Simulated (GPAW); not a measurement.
Write an ASE script for GPAW 26.7.0 that does the following.

```
Task                      : band structure
Functional                : SCAN
Potentials or basis       : GPAW PAW data sets (gpaw-data 1.2.1)
Cutoff                    : 800 eV
Basis                     : pw
k mesh                    : 7 × 7 × 4
Occupations               : fermi-dirac, width 0.05 eV
Spin                      : spin-orbit coupling, no magnetisation
Maxiter                   : 150
Band path                 : GMKGALHA,LM,KH
Band points               : 100
spin axis theta (degrees) : 54.7
spin axis phi (degrees)   : 45
Soc after scf             : second variation without the xc potential
```

The structure of GaN lies in POSCAR:

```
GaN
1.0
    3.1800000000      0.0000000000      0.0000000000
   -1.5900000000      2.7539607840      0.0000000000
    0.0000000000      0.0000000000      5.1660000000
Ga N
2 2
Direct
    0.6666666667      0.3333333333      0.5000000000
    0.3333333333      0.6666666667      0.0000000000
    0.6666666667      0.3333333333      0.8750000000
    0.3333333333      0.6666666667      0.3750000000
```

These files were run (other wordings do the same):

run.py

```python
import numpy as np
from ase.dft.bandgap import bandgap
from ase.io import read, write
from ase.units import GPa
from gpaw import GPAW, PW
from gpaw.spinorbit import soc_eigenstates

atoms = read('POSCAR')

calc = GPAW(mode=PW(800),
            xc='MGGA_X_SCAN+MGGA_C_SCAN',
            kpts={'size': (7, 7, 4), 'gamma': True},
            occupations={'name': 'fermi-dirac', 'width': 0.05},
            nbands=18,
            convergence={'density': 1e-05, 'energy': 1e-05},
            maxiter=150,
            txt='gpaw.txt')
atoms.calc = calc
energy = atoms.get_potential_energy()
forces = atoms.get_forces()
stress = atoms.get_stress()
calc.write('gs.gpw')
write('result.traj', atoms)
print(f'Energy: {energy:.6f} eV')
print('Forces (eV/A):')
print(forces.round(4))
print('Stress (GPa):', (stress / GPa).round(3))
print('Fermi level:', round(calc.get_fermi_level(), 4), 'eV')
print(f'Gap: {bandgap(calc)[0]:.4f} eV, direct: {bandgap(calc, direct=True)[0]:.4f} eV')

path = atoms.cell.bandpath('GMKGALHA,LM,KH', npoints=100, eps=1e-4)
bs_calc = calc.fixed_density(kpts=path, symmetry='off', nbands=29,
                             convergence={'bands': 'CBM+6.0', 'eigenstates': 1e-6}, txt='bands.txt')
bs = bs_calc.band_structure()
bs.write('bs.json')
print(f'Gap on the path: {bandgap(bs_calc)[0]:.4f} eV')

soc = soc_eigenstates(bs_calc, theta=54.7, phi=45, ignore_xc_potential=True)
np.savetxt('soc_bands.dat', soc.eigenvalues(), fmt='%.4f')
mesh = soc_eigenstates('gs.gpw', theta=54.7, phi=45, ignore_xc_potential=True)
np.savetxt('soc_mesh.dat', mesh.eigenvalues(), fmt='%.4f')
print('Fermi level with spin-orbit coupling:', round(mesh.fermi_level, 4), 'eV')
```

Potentials or basis: GPAW PAW data sets (gpaw-data 1.2.1), pw.

The run is started by

```bash
$ OMP_NUM_THREADS=1 python run.py
```

Results of the run:

| Quantity | Value |
| --- | --- |
| Pressure | 7.4 GPa |
| Band gap on the k mesh | 2.46 eV, direct |
| Band gap along the path | 2.46 eV, direct |

Caveat: the forces don't sum to zero, a sign of grid noise; spin-orbit coupling was added after a scalar SCF, so levels and gaps hold it while energy, forces, pressure and moments don't; this program's spin-orbit splittings come out too wide for heavy elements; the PAW data sets were made with another functional, which shifts forces and pressure a little.

Run time: 3.8 min on 1 thread of Arm Neoverse V1, with other jobs on the host, peak memory 0.45 GiB.
